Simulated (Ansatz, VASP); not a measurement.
PbO2 in VASP and in Ansatz

```xyz
3
Lattice="1.7275 0.9974 4.2485 -1.7275 0.9974 4.2485 0.0000 -1.9948 4.2485" Properties=species:S:1:pos:R:3 pbc="T T T"
Pb    0.0000    0.0000    0.0000
O     0.0000    0.0000    3.2246
O     0.0000    0.0000    9.5208
```

Alike in both runs: functional PBE; k mesh 12 × 12 × 12; occupations gaussian, width 0.05 eV; no spin polarisation.

Ansatz relaxed the structure, and its values are those at the end. VASP's run is a single point on that final structure, the one shown.

|  | VASP | Ansatz |
| --- | --- | --- |
| version | VASP 6.6.1 | Ansatz 0.2.0 |
| potentials or method | VASP PAW PBE potentials, release 64 (Pb_d, O) | scalar-relativistic, plane waves, PAW |
| plane-wave cutoff (eV) | 520 | 420 |
| valence electrons in the cell | 26 | 26 |

|  | VASP | Ansatz | Ansatz less VASP |
| --- | --- | --- | --- |
| gap on the k mesh at the Fermi level (eV) | none | none | - |
| pressure (GPa) | 1.1 | 0.8 | -0.27 |
| rms of the force components (eV/Å) | 0.015 | 0.000 | -0.0147 |

A gap of «none» marks a metal or a gap that the smearing closes. The functional is the same, so the differences come from potentials, cutoffs and numerics.

Spin-orbit coupling is left out, which matters for the levels of Pb.
